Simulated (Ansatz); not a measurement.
Chalcopyrite CuInS₂, treated with rVV10 (Ansatz, a quantum-chemistry and plane-wave program, plane waves, PAW).

Settings: plane-wave cutoff 520 eV, 10×10×10 k mesh, Fermi–Dirac smearing 0.01 eV, no spin polarisation, scalar-relativistic PAW data made under PBE.

Shape and atoms are relaxed at each volume.

Pressure at four volumes; x = ln(V/22.087 Å³). One pressure is withheld.

```tsv
V (Å³/atom)	x	P (GPa)
21.204	-0.0408	?
21.645	-0.0202	1.38
22.087	0.0000	0.00
22.970	0.0392	-2.32
```

Pass a parabola P(x) through the three rows shown, estimate the bulk modulus and its pressure derivative near zero pressure, and predict the withheld pressure.

Slopes between the rows: (0.00 − (1.38))/(0.0000 − (-0.0202)) = -68.32 and (-2.32 − (0.00))/(0.0392 − (0.0000)) = -59.18 GPa. Their difference over the span 0.0594 is c = 9.14/0.0594 = 153.9 GPa, so P(x) = 1.38 + (-68.32)(x − (-0.0202)) + 153.9 (x − (-0.0202))(x − (0.0000)). At the middle row B = −dP/dx = −[-68.32 + 153.9 × 0.0202] = 65.2 GPa, and B′ = dB/dP = 2c/B = 4.7. At x = -0.0408 the parabola gives 2.92 GPa; the run gives 2.93 GPa. The Birch–Murnaghan fit to the energies at all volumes has B0 = 65.0 GPa and B′ = 4.8.

Note: the bulk modulus comes from volumes at which shape and atoms were relaxed.

Spin–orbit coupling is not included.
